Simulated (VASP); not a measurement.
# Settings for C: self-consistent run

C, P1 (no. 1), 36 atoms in the cell. R2SCAN; PAW potentials C (PBE set). VASP 6.6.1.

Wanted: energy within 2 meV/atom; forces within 0.01 eV/Å.

What the run is for: forces in a large cell; Accuracy asked: standard; Cell repeated: 3 × 3 × 2.

POSCAR:
```
C
1.0
    0.0000000000      5.3501100000      5.3501100000
    5.3501100000      0.0000000000      5.3501100000
    3.5667400000      3.5667400000      0.0000000000
C
36
Direct
    0.2512370000      0.2472940000      0.3667750000
    0.2479180000      0.2439190000      0.8731420000
    0.2460020000      0.5853420000      0.3879560000
    0.2476500000      0.5861500000      0.8762470000
    0.2558820000      0.9156410000      0.3727130000
    0.2533640000      0.9123710000      0.8711790000
    0.5902290000      0.2560150000      0.3742000000
    0.5877360000      0.2534140000      0.8613290000
    0.5800840000      0.5792050000      0.3767890000
    0.5836000000      0.5839930000      0.8722730000
    0.5836100000      0.9167990000      0.3804620000
    0.5965140000      0.9153960000      0.8624410000
    0.9163180000      0.2502120000      0.3758030000
    0.9109780000      0.2511350000      0.8767190000
    0.9130850000      0.5797930000      0.3824200000
[... 8 lines left out ...]
    0.1639120000      0.8301890000      0.7474910000
    0.5059780000      0.1680940000      0.2378740000
    0.5013070000      0.1663410000      0.7455820000
    0.5054360000      0.4992390000      0.2391740000
    0.4899150000      0.5036570000      0.7547250000
    0.4960450000      0.8384050000      0.2524070000
    0.4953340000      0.8364130000      0.7447800000
    0.8325420000      0.1696120000      0.2412740000
    0.8319870000      0.1627130000      0.7502890000
    0.8354910000      0.5070880000      0.2542650000
    0.8383350000      0.4961420000      0.7495820000
    0.8329720000      0.8324190000      0.2541000000
    0.8261200000      0.8412310000      0.7472330000
```

The series start from Plane-wave cutoff (eV): 460; Projection operators (LREAL): Auto, ROPT -0.00025; Precision mode (PREC): Normal; Electronic threshold (eV): 1e-5; Parallel layout: defaults; Program: vasp_std; Electronic algorithm: ALGO=Normal; Bands a block (NSIM): NSIM=4; Data layout and linear algebra: defaults. Each series keeps the choices made before it, and each single choice may use up half of a tolerance.

## Plane-wave cutoff (eV)

| Plane-wave cutoff (eV) | Energy less reference (meV/atom) | Forces, largest deviation (eV/Å) | SCF iterations | Time (s) |
|---|---|---|---|---|
| 360 | -11.2 | 0.036 | 19 | 20 |
| 400 | 0.0 | 0.027 | 21 | 30 |
| 460 | 3.6 | 0.005 | 17 | 20 |
| 520 | 5.0 | 0.012 | 21 | 24 |
| 640 (reference) | 0.0 | 0.000 | 19 | 24 |

Chosen: 640; the next looser run is off by more than half of the tolerance, so convergence isn't shown beyond this value.

## Projection operators (LREAL)

| Projection operators (LREAL) | Energy less reference (meV/atom) | Forces, largest deviation (eV/Å) | SCF iterations | Time (s) |
|---|---|---|---|---|
| Auto, ROPT -0.005 | -4.1 | 0.220 | 19 | 22 |
| Auto, ROPT -0.002 | -0.9 | 0.018 | 19 | 17 |
| Auto, ROPT -0.001 | 0.4 | 0.018 | 19 | 27 |
| Auto, ROPT -0.0005 | 0.1 | 0.010 | 19 | 25 |
| Auto, ROPT -0.00025 | -0.3 | 0.002 | 19 | 24 |
| Auto, ROPT -0.0001 | -0.1 | 0.001 | 19 | 23 |
| False (reference) | 0.0 | 0.000 | 19 | 24 |

Chosen: Auto, ROPT -0.00025, the loosest value from which every tighter one stays within half of the tolerance.

## Precision mode (PREC)

| Precision mode (PREC) | Energy less reference (meV/atom) | Forces, largest deviation (eV/Å) | SCF iterations | Time (s) |
|---|---|---|---|---|
| SingleN | -0.1 | 0.007 | 19 | 22 |
| Normal | 0.0 | 0.003 | 19 | 24 |
| Accurate (reference) | 0.0 | 0.000 | 19 | 38 |

Chosen: Normal.

## Electronic threshold (eV)

| Electronic threshold (eV) | Energy less reference (meV/atom) | Forces, largest deviation (eV/Å) | SCF iterations | Time (s) |
|---|---|---|---|---|
| 0.001 | 0.2 | 0.002 | 15 | 19 |
| 0.0001 | 0.0 | 0.001 | 17 | 22 |
| 1e-5 | 0.0 | 0.000 | 19 | 24 |
| 1e-6 | 0.0 | 0.000 | 23 | 29 |
| 1e-7 (reference) | 0.0 | 0.000 | 23 | 28 |

Chosen: 0.001.

## Parallel layout

| Parallel layout | Energy less reference (meV/atom) | Forces, largest deviation (eV/Å) | SCF iterations | Time (s) |
|---|---|---|---|---|
| defaults | 0.0 | 0.000 | 15 | 19 |
| NCORE=2 | -0.2 | 0.002 | 17 | 20 |
| NCORE=4 | -0.2 | 0.002 | 17 | 22 |
| NCORE=8 | -0.2 | 0.002 | 17 | 21 |
| NPAR=2 | -0.2 | 0.002 | 17 | 19 |

Chosen: defaults; no other choice that stays within half of the tolerance saves 30 % of the time.

## Program

| Program | Energy less reference (meV/atom) | Forces, largest deviation (eV/Å) | SCF iterations | Time (s) |
|---|---|---|---|---|
| vasp_std | 0.0 | 0.000 | 15 | 19 |
| vasp_gam | 0.0 | 0.001 | 15 | 17 |

Chosen: vasp_std.

## Electronic algorithm

| Electronic algorithm | Energy less reference (meV/atom) | Forces, largest deviation (eV/Å) | SCF iterations | Time (s) |
|---|---|---|---|---|
| ALGO=Normal | 0.0 | 0.000 | 15 | 19 |
| ALGO=Fast | -0.2 | 0.002 | 17 | 30 |
| ALGO=VeryFast | -0.2 | 0.002 | 22 | 17 |
| ALGO=All ISEARCH=1 | -0.2 | 0.006 | 12 | 20 |

Chosen: ALGO=Normal.

## Bands a block (NSIM)

| Bands a block (NSIM) | Energy less reference (meV/atom) | Forces, largest deviation (eV/Å) | SCF iterations | Time (s) |
|---|---|---|---|---|
| NSIM=4 | 0.0 | 0.000 | 15 | 19 |
| NSIM=1 | 0.0 | 0.000 | 15 | 21 |
| NSIM=2 | 0.0 | 0.000 | 15 | 16 |
| NSIM=8 | -0.2 | 0.002 | 17 | 21 |
| NSIM=16 | 0.1 | 0.003 | 13 | 24 |

Chosen: NSIM=4.

## Data layout and linear algebra

| Data layout and linear algebra | Energy less reference (meV/atom) | Forces, largest deviation (eV/Å) | SCF iterations | Time (s) |
|---|---|---|---|---|
| defaults | 0.0 | 0.000 | 15 | 19 |
| LPLANE=False | 0.0 | 0.000 | 15 | 21 |
| LSCALAPACK=False | 0.0 | 0.000 | 15 | 20 |
| LSCALU=True | 0.0 | 0.000 | 15 | 22 |

Chosen: defaults.

## All choices together

| Input | Energy less reference (meV/atom) | Forces, largest deviation (eV/Å) | Time (s) |
|---|---|---|---|
| the program's defaults (naive) | 0.6 | 0.031 | 7.3 |
| chosen settings | -0.1 | 0.003 | 19 |
| reference settings throughout | 0.0 | 0.000 | 53 |

The chosen settings stay within the tolerance of the reference run, but the reference itself isn't shown to be converged in: Plane-wave cutoff (eV).

## The input

INCAR:
```
SYSTEM = C
METAGGA = R2SCAN ; ISMEAR = 0
SIGMA = 0.03 ; LWAVE = .False.
LCHARG = .False. ; ISIF = 2
ISYM = 0 ; PREC = Normal
LASPH = .True. ; LREAL = Auto
ALGO = Normal ; EDIFF = 0.001
NELM = 120 ; GGA_COMPAT = .False.
ENCUT = 640 ; EFERMI = MIDGAP
LMIXTAU = .True. ; ROPT = -0.00025
NSIM = 4
```

KPOINTS:
```
k-points
0
Gamma
  1 1 1
```

Commands:
```
cat potpaw_PBE.64/C/POTCAR > POTCAR
mpirun -np 8 vasp_std > vasp.out
```

Limits: Only the k mesh 1 × 1 × 1 was run, so its error is untested.

The chosen input took VASP 6.6.1 19 s on 8 cores (Intel Xeon Platinum 8488C (Sapphire Rapids)), a shared host.

## An input that fails: Gamma-only program on a mesh of k points

VASP's message: You are using the Gamma-point-only version with more than one k-point or some other non-Gamma k-point.

k mesh: 1 × 1 × 1 becomes 2 × 2 × 2.

Changes against the starting input:
```
- NELM = 120
+ NELM = 61
- vasp_std
+ vasp_gam
(KPOINTS)
-k-points
+Automatic mesh
-  1 1 1
+  2 2 2
+  0 0 0
```
